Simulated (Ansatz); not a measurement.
Runs of Ansatz 0.2.0 on I. The structure is tetragonal, space group I4/mmm (No. 139). Conventional cell: a = 3.235 Å, b = 3.235 Å, c = 8.530 Å, α = 90.00°, β = 90.00°, γ = 90.00°. Around I (site symmetry 4/mmm) lie 4 I at 3.23 Å. 

```csv
screening (1/Å),gap on the mesh (eV),pressure (GPa)
0.6,none,(a)
0.15,none,-0.8
0.1,none,-0.9
0.4,none,-0.5
0.2,none,-0.8
0.3,none,-0.6
```

Alike in all rows: task single point; level HSE06 form with a typed share of exact exchange; potentials or basis Ansatz PAW; no spin polarisation; cell as given; k mesh 6 × 6 × 6; cutoff (eV) 420; smearing fermi-dirac 0.05 eV; the mesh is coarse, so values aren't converged.

Task: Fill in the values left out.

Result: (a) -0.3.

Caveats: all runs use coarse meshes; an odd number of electrons without spin polarisation forces a metal; a magnetic or distorted state may lie lower; the PAW data sets come from PBE, with cores solved anew for the run's functional, which leaves a small shift of forces and pressure; the thresholds are loose for stress.

A k mesh can miss the band edges, and the runs leave out spin-orbit coupling on I.

A gap of «none» marks a metal or a gap under the smearing width.
